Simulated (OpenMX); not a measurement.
Crystal: MnSb.

```
CELL_PARAMETERS angstrom
4.15000 0.00000 0.00000
-2.07500 3.59401 0.00000
0.00000 0.00000 5.78000
ATOMIC_POSITIONS crystal
Sb 0.66667 0.33333 0.75000
Sb 0.33333 0.66667 0.25000
Mn 0.00000 0.00000 0.50000
Mn 0.00000 0.00000 0.00000
```

Alike in all runs: program OpenMX 3.8.5; functional PBE; potentials or basis OpenMX 2013 PBE set, Sb7.0-s3p2d2, Mn6.0-s3p2d2, grid cutoff 500 Ry; k mesh 5 × 5 × 5; occupations fermi-dirac, width 0.05 eV.

Starts and where they ended:

```csv
start,free energy over the lowest (meV/atom),net moment (μB),site or absolute moments (μB),gap
"collinear spin, random start of up to 4.8 μB",0.0,6.79,Sb -0.34; Mn +3.73,none (metal or under the smearing width)
"collinear spin, ferrimagnetic start of up to 4 μB",50.3,0.00,"Sb -0.00; Mn +3.76, -3.76",none (metal or under the smearing width)
"collinear spin, zero start",548.4,0.00,-,none (metal or under the smearing width)
"collinear spin, antiferromagnetic start of up to 4 μB",50.3,0.00,"Sb -0.00; Mn +3.76, -3.76",none (metal or under the smearing width)
"collinear spin, ferromagnetic start of up to 5.5 μB",0.0,6.79,Sb -0.34; Mn +3.73,none (metal or under the smearing width)
"collinear spin, ferromagnetic start of up to 4 μB",0.0,6.79,Sb -0.34; Mn +3.73,none (metal or under the smearing width)
```

The spin-polarised runs without a constraint all converged, yet they end up to 548 meV/atom apart: a converged run can sit in a state that isn't the lowest. A still lower state may exist.

Caveats: the basis of atomic orbitals isn't converged, which shifts pressures, moduli and gaps.
